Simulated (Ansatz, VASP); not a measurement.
**Two plane-wave programs on MgI2**

Contents of INCAR:

```
PREC = Accurate
ENCUT = 520
EDIFF = 1E-7
ISMEAR = 0
SIGMA = 0.05
LREAL = False
LASPH = True
NELM = 60
ALGO = Normal
ISIF = 2
LWAVE = False
LCHARG = False
GGA = PS
NBANDS = 15
```

KPOINTS

```
Automatic mesh
0
Gamma
  6 6 4
```

POSCAR

```
MgI2
1.0
    3.9087814674      0.0000000000      0.0000000000
   -1.9543907337      3.3851040486      0.0000000000
    0.0000000000      0.0000000000      7.7488670762
Mg I
1 2
Direct
    0.0000000000      0.0000000000      0.0000000000
    0.3333333333      0.6666666667      0.7576300000
    0.6666666667      0.3333333333      0.2423700000
```

Input for Ansatz:

```yaml
crystal:
  lattice:
    - [3.9087814674, 0.0, 0.0]
    - [-1.9543907337, 3.3851040486, 0.0]
    - [0.0, 0.0, 7.7488670762]
  atoms:
    - { symbol: Mg, position: [0.0, 0.0, 0.0] }
    - { symbol: I, position: [0.3333333333, 0.6666666667, 0.75763] }
    - { symbol: I, position: [0.6666666667, 0.3333333333, 0.24237] }
basis:
  ecutwfc: 420
kpoints:
  mp_grid: { grid: [6, 6, 4] }
hamiltonian:
  xc: pbesol
scf:
  occupations: { method: gaussian, width: 0.05 }
output:
  forces: true
  stress: true
  eigenvalues: true
```

Alike in both runs: task single point; functional PBEsol; k mesh 6 × 6 × 4; occupations gaussian, width 0.05 eV; no spin polarisation.

|  | VASP | Ansatz |
| --- | --- | --- |
| version | VASP 6.6.1 | Ansatz 0.2.0 |
| potentials or method | VASP PAW PBE potentials, release 64 (Mg, I) | scalar-relativistic, plane waves, PAW |
| plane-wave cutoff (eV) | 520 | 420 |
| valence electrons in the cell | 16 | 44 |

Ansatz gave:

```
gap on the k mesh at the Fermi level (eV)       : 2.84
least direct gap on the mesh (eV)               : 3.01
pressure (GPa)                                  : 0.2
largest component of the traceless stress (GPa) : 4.19
rms of the force components (eV/Å)              : 0.294
```

Question: Estimate VASP's values.

Answer: gap on the k mesh at the Fermi level (eV): 2.83; least direct gap on the mesh (eV): 3.01; pressure (GPa): 0.2; largest component of the traceless stress (GPa): 4.19; rms of the force components (eV/Å): 0.296.

Atom by atom the forces differ by 0.002 eV/Å (rms over components). With one functional, cell and mesh, what is left measures potentials, basis and numerics. The two sets of potentials don't hold the same shells in valence.

Caveats: the PAW data sets were made with another functional, which shifts forces and pressure a little (VASP); spin-orbit coupling is left out, which moves the levels of the heavy elements; this functional lacks dispersion, which binds the layers, so the pressure and a relaxed spacing across them are unreliable. A k mesh can miss the band edges. PBEsol gaps usually lie below the measured ones, often by a third to a half.
